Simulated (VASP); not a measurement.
Here is a VASP 6.6.1 calculation.

Contents of INCAR:

```
PREC     = Accurate       # precision mode
ENCUT    = 520            # plane-wave cutoff, eV
EDIFF    = 1E-6           # SCF threshold, eV
ISMEAR   = 0              # smearing method
SIGMA    = 0.03           # smearing width, eV
LREAL    = False          # projectors in reciprocal space
LASPH    = True           # aspherical terms in the spheres
NELM     = 80             # most SCF steps
ALGO     = Normal         # electronic algorithm
ISIF     = 2              # what is computed and relaxed
LWAVE    = False          # write WAVECAR
LCHARG   = False          # write CHGCAR
LDIPOL   = True         
IDIPOL   = 3            
DIPOL    = 0.5 0.5 0.500
NBANDS   = 31             # bands
LVHAR    = True         
LVACPOTAV= True         
ICORELEVEL= 1            
KPAR     = 4
```

KPOINTS

```
regular mesh
0
Gamma
  9 9 1
```

File POSCAR:

```
Si
1.0
    3.8204894500      0.0000000000      0.0000000000
   -1.9102447300      3.3086409200      0.0000000000
    0.0000000000      0.0000000000     28.2575204500
Si
10
Direct
    0.3333333300      0.6666666700      0.2654160700
    0.0000000000      0.0000000000      0.2930141800
    0.0000000000      0.0000000000      0.3758085100
    0.6666666700      0.3333333300      0.4034066200
    0.6666666700      0.3333333300      0.4862009500
    0.3333333300      0.6666666700      0.5137990500
    0.3333333300      0.6666666700      0.5965933800
    0.0000000000      0.0000000000      0.6241914900
    0.0000000000      0.0000000000      0.7069858200
    0.6666666700      0.3333333300      0.7345839300
```

Potentials or basis: VASP PAW LDA potentials, release 64 (Si).

Command:

```sh
$ cat potpaw_LDA.64/Si/POTCAR > POTCAR
$ mpirun -np 4 vasp_std > vasp.out
```

Q: What does it give for the band gap on the k mesh?

A: None (metal or under the smearing width).

Q: What does it give for the work function of the upper face?

A: 4.92 eV.

Core levels (eV, on the scale of the bands):
```csv
atom,levels
1 Si,"1s -1768.3, 2s -131.4, 2p -88.4"
2 Si,"1s -1768.3, 2s -131.4, 2p -88.4"
3 Si,"1s -1768.6, 2s -131.8, 2p -88.7"
4 Si,"1s -1768.4, 2s -131.6, 2p -88.6"
5 Si,"1s -1768.5, 2s -131.8, 2p -88.7"
6 Si,"1s -1768.5, 2s -131.8, 2p -88.7"
```
